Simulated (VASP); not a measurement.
Set up this calculation in VASP 6.6.1, as the native input.

| Property | Result |
| --- | --- |
| Task | band structure |
| Functional | PBEsol |
| Potentials or basis | VASP PAW PBE potentials, release 64 (Ge_d) |
| Cutoff | 520 eV |
| k mesh | 10 × 10 × 10 |
| Occupations | gaussian, width 0.03 eV |
| Spin | no spin polarisation |
| Further INCAR settings | ALGO = Normal; EDIFF = 1e-06; NBANDS = 21 |

The structure of Ge lies in POSCAR:

```
Ge                                      
1.0
   -0.0000000000      2.8367480286      2.8367480286
    2.8367480286      0.0000000000      2.8367480286
    2.8367480286      2.8367480286      0.0000000000
  Ge            
     2
Direct
     0.7500000000000000    0.7500000000000000    0.7500000000000000
     0.5000000000000000    0.5000000000000000    0.5000000000000000
```

The cell was built by a generator and needn't be a form met in nature.

One way to write it, as run:

INCAR

```
SYSTEM = Ge
PREC = Accurate ; ENCUT = 520
EDIFF = 1E-6 ; ISMEAR = 0
SIGMA = 0.03 ; LREAL = .False.
LASPH = .True. ; NELM = 80
ALGO = Normal ; ISIF = 2
LWAVE = .False. ; LCHARG = .False.
GGA = PS ; NBANDS = 21
ICORELEVEL = 1
```

KPOINTS

```
regular mesh
0
Gamma
  10 10 10
  0 0 0
```

KPOINTS_OPT

```
explicit points
109
Reciprocal
 0.0000000000  0.0000000000  0.0000000000 1
 0.0555555556  0.0000000000  0.0555555556 1
 0.1111111111  0.0000000000  0.1111111111 1
 0.1666666667  0.0000000000  0.1666666667 1
 0.2222222222  0.0000000000  0.2222222222 1
 0.2777777778  0.0000000000  0.2777777778 1
 0.3333333333  0.0000000000  0.3333333333 1
 0.3888888889  0.0000000000  0.3888888889 1
 0.4444444444  0.0000000000  0.4444444444 1
 0.5000000000  0.0000000000  0.5000000000 1
 0.5000000000  0.0000000000  0.5000000000 1
 0.5000000000  0.0277777778  0.5277777778 1
 0.5000000000  0.0555555556  0.5555555556 1
 0.5000000000  0.0833333333  0.5833333333 1
 0.5000000000  0.1111111111  0.6111111111 1
 0.5000000000  0.1388888889  0.6388888889 1
 0.5000000000  0.1666666667  0.6666666667 1
 0.5000000000  0.1944444444  0.6944444444 1
 0.5000000000  0.2222222222  0.7222222222 1
 0.5000000000  0.2500000000  0.7500000000 1
 0.5000000000  0.2500000000  0.7500000000 1
 0.4861111111  0.2638888889  0.7500000000 1
 0.4722222222  0.2777777778  0.7500000000 1
 0.4583333333  0.2916666667  0.7500000000 1
 0.4444444444  0.3055555556  0.7500000000 1
 0.4305555556  0.3194444444  0.7500000000 1
 0.4166666667  0.3333333333  0.7500000000 1
 0.4027777778  0.3472222222  0.7500000000 1
 0.3888888889  0.3611111111  0.7500000000 1
 0.3750000000  0.3750000000  0.7500000000 1
 0.3750000000  0.3750000000  0.7500000000 1
 0.3333333333  0.3333333333  0.6666666667 1
 0.2916666667  0.2916666667  0.5833333333 1
 0.2500000000  0.2500000000  0.5000000000 1
 0.2083333333  0.2083333333  0.4166666667 1
 0.1666666667  0.1666666667  0.3333333333 1
 0.1250000000  0.1250000000  0.2500000000 1
 0.0833333333  0.0833333333  0.1666666667 1
 0.0416666667  0.0416666667  0.0833333333 1
 0.0000000000  0.0000000000  0.0000000000 1
 0.0000000000  0.0000000000  0.0000000000 1
 0.0555555556  0.0555555556  0.0555555556 1
 0.1111111111  0.1111111111  0.1111111111 1
 0.1666666667  0.1666666667  0.1666666667 1
 0.2222222222  0.2222222222  0.2222222222 1
 0.2777777778  0.2777777778  0.2777777778 1
 0.3333333333  0.3333333333  0.3333333333 1
 0.3888888889  0.3888888889  0.3888888889 1
 0.4444444444  0.4444444444  0.4444444444 1
 0.5000000000  0.5000000000  0.5000000000 1
 0.5000000000  0.5000000000  0.5000000000 1
 0.5138888889  0.4722222222  0.5138888889 1
 0.5277777778  0.4444444444  0.5277777778 1
 0.5416666667  0.4166666667  0.5416666667 1
 0.5555555556  0.3888888889  0.5555555556 1
 0.5694444444  0.3611111111  0.5694444444 1
 0.5833333333  0.3333333333  0.5833333333 1
 0.5972222222  0.3055555556  0.5972222222 1
 0.6111111111  0.2777777778  0.6111111111 1
 0.6250000000  0.2500000000  0.6250000000 1
 0.6250000000  0.2500000000  0.6250000000 1
 0.6111111111  0.2500000000  0.6388888889 1
 0.5972222222  0.2500000000  0.6527777778 1
 0.5833333333  0.2500000000  0.6666666667 1
 0.5694444444  0.2500000000  0.6805555556 1
 0.5555555556  0.2500000000  0.6944444444 1
 0.5416666667  0.2500000000  0.7083333333 1
 0.5277777778  0.2500000000  0.7222222222 1
 0.5138888889  0.2500000000  0.7361111111 1
 0.5000000000  0.2500000000  0.7500000000 1
 0.5000000000  0.2500000000  0.7500000000 1
 0.5000000000  0.2777777778  0.7222222222 1
 0.5000000000  0.3055555556  0.6944444444 1
 0.5000000000  0.3333333333  0.6666666667 1
 0.5000000000  0.3611111111  0.6388888889 1
 0.5000000000  0.3888888889  0.6111111111 1
 0.5000000000  0.4166666667  0.5833333333 1
 0.5000000000  0.4444444444  0.5555555556 1
 0.5000000000  0.4722222222  0.5277777778 1
 0.5000000000  0.5000000000  0.5000000000 1
 0.5000000000  0.5000000000  0.5000000000 1
 0.4861111111  0.4861111111  0.5277777778 1
 0.4722222222  0.4722222222  0.5555555556 1
 0.4583333333  0.4583333333  0.5833333333 1
 0.4444444444  0.4444444444  0.6111111111 1
 0.4305555556  0.4305555556  0.6388888889 1
 0.4166666667  0.4166666667  0.6666666667 1
 0.4027777778  0.4027777778  0.6944444444 1
 0.3888888889  0.3888888889  0.7222222222 1
 0.3750000000  0.3750000000  0.7500000000 1
 0.6250000000  0.2500000000  0.6250000000 1
 0.6111111111  0.2222222222  0.6111111111 1
 0.5972222222  0.1944444444  0.5972222222 1
 0.5833333333  0.1666666667  0.5833333333 1
 0.5694444444  0.1388888889  0.5694444444 1
 0.5555555556  0.1111111111  0.5555555556 1
 0.5416666667  0.0833333333  0.5416666667 1
 0.5277777778  0.0555555556  0.5277777778 1
 0.5138888889  0.0277777778  0.5138888889 1
 0.5000000000  0.0000000000  0.5000000000 1
 0.0000000000  0.0000000000  0.0000000000 1
 0.3750000000  0.3750000000  0.7500000000 1
 0.5000000000  0.5000000000  0.5000000000 1
 0.6250000000  0.2500000000  0.6250000000 1
 0.5000000000  0.2500000000  0.7500000000 1
 0.5000000000  0.0000000000  0.5000000000 1
 0.4000000000  0.0000000000  0.4000000000 1
 0.4250000000  0.0000000000  0.4250000000 1
 0.4500000000  0.0000000000  0.4500000000 1
```

Potentials or basis: VASP PAW PBE potentials, release 64 (Ge_d).

The run is started by

```console
$ cat potpaw_PBE.64/Ge_d/POTCAR > POTCAR
$ mpirun -np 1 vasp_std > vasp.out
```

It gave:

```
Pressure                : -0.4 GPa
Band gap along the path : none (metal or under the smearing width)
```

Caveat: the PAW data sets were made with another functional, which shifts forces and pressure a little; this crystal is a semiconductor, whose small gap the functional closes, so the metal is an error of the method.

Wall time 40 s on 1 thread of Intel(R) Xeon(R) 6975P-C (Granite Rapids), on a shared host, peak memory 0.21 GiB.
